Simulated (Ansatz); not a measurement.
# P: the cost of one run

Computed with Ansatz 0.2.0 (DFT PBE, scalar-relativistic, plane waves, PAW, unless a step's input says otherwise).

The runs add the D3(BJ) dispersion term to the functional named.

### 1 Starting point

Symmetry: Im-3m, No. 229, cubic system. The conventional cell has a = 3.224 Å, b = 3.224 Å, c = 3.224 Å, α = 90.00°, β = 90.00°, γ = 90.00°. P (site symmetry m-3m) is surrounded by 8 P at 2.79 Å.

Coordinates:

```cif
data_structure
_symmetry_space_group_name_H-M 'Im-3m'
_symmetry_Int_Tables_number 229
_cell_length_a 3.2236
_cell_length_b 3.2236
_cell_length_c 3.2236
_cell_angle_alpha 90.000
_cell_angle_beta 90.000
_cell_angle_gamma 90.000
_cell_volume 33.50
loop_
_atom_site_label
_atom_site_type_symbol
_atom_site_symmetry_multiplicity
_atom_site_Wyckoff_symbol
_atom_site_fract_x
_atom_site_fract_y
_atom_site_fract_z
_atom_site_occupancy
P1 P 2 a 0.00000 0.00000 0.00000 1
```

### 2 First run, at the start cell

File input.yaml:

```yaml
crystal:
  lattice:
    - [-1.61179735, 1.61179735, 1.61179735]
    - [1.61179735, -1.61179735, 1.61179735]
    - [1.61179735, 1.61179735, -1.61179735]
  atoms:
    - { symbol: P, position: [0.0, 0.0, 0.0] }
basis:
  ecutwfc: 420
  ecutrho_ratio: 4
kpoints:
  mp_grid: { grid: [20, 20, 20] }
hamiltonian:
  xc: pbe
  dispersion: d3bj
scf:
  occupations: { method: gaussian, width: 0.05 }
output:
  forces: true
  stress: true
  eigenvalues: true
```

Command:

```sh
$ ansatz run input.yaml --threads 1 --pin off --max-ram 2560MiB --backend cpu --events-out ev --progress --plain --runs-dir out
```

**Question.** How long does this run take on 1 thread of Intel Xeon 6975P-C (Granite Rapids), shared host, and how much memory does it need?

About 2.3 s, with a peak of 0.38 GiB.
